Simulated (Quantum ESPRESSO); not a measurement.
# Al2Pt under changes of volume

One of the cells (17.202 Å³/atom); the others are scaled copies at fixed shape and fractional positions:

```
CELL_PARAMETERS angstrom
0.00000 2.95500 2.95500
2.95500 0.00000 2.95500
2.95500 2.95500 0.00000
ATOMIC_POSITIONS crystal
Pt 0.00000 0.00000 0.00000
Al 0.75000 0.75000 0.75000
Al 0.25000 0.25000 0.25000
```

```yaml
Program: Quantum ESPRESSO 7.5
Functional: PBE
Potentials_or_basis: SSSP 1.3 efficiency PBE
Cutoff: 748 eV
Density_cutoff: 5987 eV
k_mesh: 8 × 8 × 8
Occupations: fermi-dirac, width 0.05 eV
Spin: no spin polarisation
```

```csv
volume (Å³/atom),energy over the lowest point (meV/atom),pressure (GPa)
16.170,48.01,12.3
16.514,25.51,8.6
16.858,10.51,5.3
17.202,2.24,2.4
17.546,0.00,-0.3
17.890,3.18,-2.7
18.234,?,?
```

Q: What does the run at 18.234 Å³/atom give?

A: Energy over the lowest point 11.21 meV/atom; pressure -4.8 GPa.

Worked out: A Birch-Murnaghan fit of order 3 (a polynomial in V^(-2/3)) to the other rows has its minimum at 17.51 Å³/atom with B0 = V·E''(V) = 130 GPa and B' = 4.5. It gives 11.22 meV/atom at 18.234 Å³/atom, against the run's 11.21, and -dE/dV = -4.8 GPa, against -4.8.

Energies are extrapolated to zero smearing.
